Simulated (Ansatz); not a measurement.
**Relaxed lattice of In₂GaAs₃ against the k-mesh**

Method: Ansatz, DFT PBEsol, scalar-relativistic, plane waves, PAW. Each run relaxes cell and atoms to zero pressure from this start:

```cif
data_structure
_symmetry_space_group_name_H-M 'P 1'
_symmetry_Int_Tables_number 1
_cell_length_a 9.5523
_cell_length_b 9.5523
_cell_length_c 9.5523
_cell_angle_alpha 154.106
_cell_angle_beta 154.106
_cell_angle_gamma 36.946
_cell_volume 165.99
loop_
_atom_site_label
_atom_site_type_symbol
_atom_site_fract_x
_atom_site_fract_y
_atom_site_fract_z
_atom_site_occupancy
In1 In 0.33676 0.33676 0.00000 1
In2 In 0.66324 0.66324 0.00000 1
Ga1 Ga 0.00000 0.00000 0.00000 1
As1 As 0.25000 0.75000 0.50000 1
As2 As 0.57547 0.07548 0.50000 1
As3 As 0.92453 0.42452 0.50000 1
```

The plane-wave cutoff is 420 eV. The occupation rule is Gaussian smearing, 0.1 eV. The spin treatment is unpolarised.

Lengths are those of the conventional cell, space group I-4m2.

```tsv
k-mesh	a (Å)	c (Å)	volume (Å³/atom)	gap on mesh (eV)
1×1×1	5.324	8.998	21.26	metal
4×4×4	4.232	17.674	26.38	metal
6×6×6	4.203	17.871	26.31	metal
8×8×8	4.197	17.907	26.28	metal
12×12×12	4.197	17.916	26.29	metal
```

What does 2×2×2 give?

It gives:

```
k-mesh a (Å) c (Å) volume (Å³/atom) gap on mesh (eV)
 2×2×2  5.138  10.024             22.05             metal
```

Cost: 6 runs of about 18 core-minutes in all, on Intel Xeon Platinum 8488C (Sapphire Rapids) (shared hosts).